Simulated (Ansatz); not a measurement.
Crystal: Cu.

```
CELL_PARAMETERS angstrom
0.00000 1.80750 1.80750
1.80750 0.00000 1.80750
1.80750 1.80750 0.00000
ATOMIC_POSITIONS crystal
Cu 0.00000 0.00000 0.00000
```

Base run:

- Program: Ansatz 0.2.0
- Functional: LDA
- Potentials or basis: Ansatz PAW
- Cutoff: 420 eV (not typed: the program's choice for these potentials)
- k mesh: 13 × 13 × 13
- Occupations: gaussian, width 0.02 eV
- Spin: no spin polarisation

Its results: band gap on the k mesh none (metal or under the smearing width); pressure -12.6 GPa.

Problem. The run is repeated on the same cell with these changes: functional from LDA to PBEsol; occupations from gaussian, width 0.02 eV to gaussian, width 0.1 eV. What comes out?

Solution. Band gap on the k mesh none (metal or under the smearing width); pressure -6.6 GPa.

Caveats: the PAW data sets come from PBE, with cores solved anew for the run's functional, which leaves a small shift of forces and pressure.
